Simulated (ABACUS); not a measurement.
TePb:

```xyz
2
Lattice="0.0000 3.2310 3.2310 3.2310 0.0000 3.2310 3.2310 3.2310 0.0000" Properties=species:S:1:pos:R:3 pbc="T T T"
Pb    0.0000    0.0000    0.0000
Te    3.2310    3.2310    3.2310
```

Base run:

- Program: ABACUS 3.10.1
- Functional: B86bPBE
- Potentials or basis: GBRV ultrasoft 1.5 PBE
- Cutoff: 544 eV
- Density cutoff: 4354 eV
- Basis: plane waves
- k mesh: 6 × 6 × 6
- Occupations: fermi-dirac, width 0.05 eV
- Spin: no spin polarisation

Its results: band gap on the k mesh 0.72 eV, direct; pressure 2.4 GPa.

**Question.** The run is repeated on the same cell with these changes: functional from B86bPBE to RPBE; potentials or basis from GBRV ultrasoft 1.5 PBE to SPMS ONCV 1.0 PBE; cutoff from 544 eV to 1129 eV; density cutoff from 4354 eV to 4517 eV; valence electrons from 20 to 30. What comes out?

**Answer.** Band gap on the k mesh 0.82 eV, direct; pressure 4.0 GPa.

Caveats: the potentials were made for another functional, which shifts forces and pressure; spin-orbit coupling is left out, which as a rule narrows the gap of such compounds by several tenths of an eV.

A k mesh can miss the band edges.
